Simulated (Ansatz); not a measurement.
# AlCu$_{3}$: enthalpy against pressure

AlCu$_{3}$, Pm-3m, a = 3.642 Å. The structure is a Materials Project entry; whether it is the stable form wasn't checked. Ansatz: r2SCAN, PAW, 500 eV, Γ-centred 12×12×12 mesh on 4 atoms, Gaussian smearing 0.10 eV; no spin polarisation. Cell and atoms are relaxed at each pressure, and no other structure is tried, so the rows at high pressure may lie past a change of phase. y is the enthalpy over the state at zero pressure; there V0 = 12.075 Å³/atom. The pressures are the targets, met within 0.02 GPa.

```tsv
P (GPa)	y (eV/atom)
-3.0	-0.2285
0.0	0.0000
3.0	0.2240
8.0	0.5885
15.0	1.0829
30.0	?
60.0	3.9644
```

**Question.** Fit y = c1 P + c2 P² + c3 P³ to the other rows, say what c1 and c2 mean, and predict the missing value.

**Answer.** Least squares on the rows shown. y = 0.075367 P − 0.00023116 P² + 1.2711×10⁻⁶ P³. Since dH/dP = V, c1 is V0: 0.075367 eV/GPa × 160.2 = 12.074 Å³ against 12.075; c2 = −V0/(2B0) gives B0 = 163 GPa, where a Birch–Murnaghan fit to the volumes of the same runs (not shown) gives 151 GPa: a cubic over this range folds the higher terms into c2. At P = 30.0 the fit asked for gives 2.0873 eV/atom. The run gave 2.0927 eV/atom, so the fit is 0.0054 eV/atom too low, 0.13 % of the span of the series, against an rms of 0.0002 eV/atom on the fitted rows. With a term in P⁴ added, a fit to the same known rows predicts 2.0945 eV/atom, so most of the miss is curvature that the known rows already hold.